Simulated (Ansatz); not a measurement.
ZrO2 (P4_2/nmc): what a change of settings does

```
CELL_PARAMETERS angstrom
3.56085 0.00000 0.00000
0.00000 3.56085 0.00000
0.00000 0.00000 5.11520
ATOMIC_POSITIONS crystal
Zr 0.00000 0.00000 0.00000
Zr 0.50000 0.50000 0.50000
O 0.00000 0.50000 0.20749
O 0.00000 0.50000 0.70749
O 0.50000 0.00000 0.29251
O 0.50000 0.00000 0.79251
```

The cell was relaxed at 5 GPa.

Conventional cell: a = 3.561 Å, b = 3.561 Å, c = 5.115 Å, α = 90.00°, β = 90.00°, γ = 90.00°. Zr (atom 1) is surrounded by 8 O at 2.07 to 2.33 Å. Around O (atom 3) lie 4 Zr at 2.07 to 2.33 Å.

Computed, not measured; unless marked otherwise by PBEsol, PAW on Ansatz 0.2.0's default frozen-core files (fitted under PBE), scalar-relativistic. k mesh 6×6×4, strains of ±0.003, fixed occupations, cutoff 420 eV. The cell was relaxed by PAW under this functional.

With these settings the run gives C11 = 402.8, C44 = 46.8 GPa and B_V = 220.8 GPa (relaxed ions).

(1) The run is repeated in the same cell with kpoints.mp_grid.grid from [6, 6, 4] to [2, 2, 1]. What moves, and by how much?

Results:

(1) C11: +4.03 %; C44: -13.45 %; B_V: +7.92 %. These settings are too loose or unsuited for a converged value. The cell isn't relaxed anew, and its pressure at the new settings is 8.7 GPa; in its own relaxed cell the change can differ in size and sign.

Caveats: frozen-core PAW files fitted under PBE, their cores solved anew for the functional of the run; this form is stable only when hot or under pressure; cold crystals distort or take another structure; coarse k mesh; the cell carries a residual stress at this level.
